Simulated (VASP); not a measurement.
Wanted: an ASE script for a VASP 6.6.1 run.

* Task: single point
* Functional: PBE
* Potentials or basis: VASP PAW PBE potentials, release 64 (Ga_d_GW, N_GW)
* Cutoff: 550 eV
* k mesh: 10 × 10 × 5
* Occupations: gaussian, width 0.1 eV
* Spin: no spin polarisation
* Further INCAR settings: ALGO = Fast; EDIFF = 1.00e-06

The structure of GaN lies in GaN.cif:

```cif
data_GaN
_cell_length_a 3.18000000
_cell_length_b 3.18000000
_cell_length_c 5.16600000
_cell_angle_alpha 90.00000000
_cell_angle_beta 90.00000000
_cell_angle_gamma 120.00000000
_space_group_name_H-M_alt 'P6_3mc'
_space_group_name_Hall 'P 6c -2c'
_space_group_IT_number 186
loop_
_space_group_symop_operation_xyz
'x,y,z'
'x-y,x,z+1/2'
'-y,x-y,z'
'-x,-y,z+1/2'
'-x+y,-x,z'
'y,-x+y,z+1/2'
'y,x,z+1/2'
'x,x-y,z'
'x-y,-y,z+1/2'
'-y,-x,z'
'-x,-x+y,z+1/2'
'-x+y,y,z'
loop_
_atom_site_label
_atom_site_type_symbol
_atom_site_symmetry_multiplicity
_atom_site_Wyckoff_symbol
_atom_site_fract_x
_atom_site_fract_y
_atom_site_fract_z
_atom_site_occupancy
Ga1 Ga 2 b 0.6666666667 0.3333333333 0.5000000000 1
N1 N 2 b 0.6666666667 0.3333333333 0.8750000000 1
```

One way to write it, as run:

run.py

```python
from ase.calculators.vasp import Vasp
from ase.dft.bandgap import bandgap
from ase.io import read

atoms = read('GaN.cif', primitive_cell=True, subtrans_included=False)
calc = Vasp(
    directory='calc',
    xc='pbe',
    pp='PBE',
    setups='gw',
    prec='Accurate',
    encut=550,
    ediff=1e-06,
    ismear=0,
    sigma=0.1,
    lreal=False,
    lasph=True,
    nelm=60,
    algo='Fast',
    isif=2,
    lwave=False,
    lcharg=True,
    lelf=True,
    lvhar=True,
    kpts=[10, 10, 5],
    gamma=True,
)
atoms.calc = calc

print('energy (eV):', atoms.get_potential_energy())
print('free energy (eV):', atoms.get_potential_energy(force_consistent=True))
print('forces (eV/A):')
print(atoms.get_forces())
print('stress (eV/A^3, Voigt):', atoms.get_stress())
print('Fermi level (eV):', calc.get_fermi_level())
gap, top, bottom = bandgap(calc)
print('band gap (eV):', gap, 'from (spin, k, band)', top, 'to', bottom)
```

Potentials or basis: VASP PAW PBE potentials, release 64 (Ga_d_GW, N_GW).

Launch:

```bash
$ python run.py
```

Results of the run:

The pressure is 7.0 GPa. The largest force is 0.135 eV/Å and the band gap on the k mesh is 1.98 eV, direct.

Run time: 34 s on 1 thread of Intel(R) Xeon(R) 6975P-C (Granite Rapids) (shared host), peak memory 0.18 GiB.
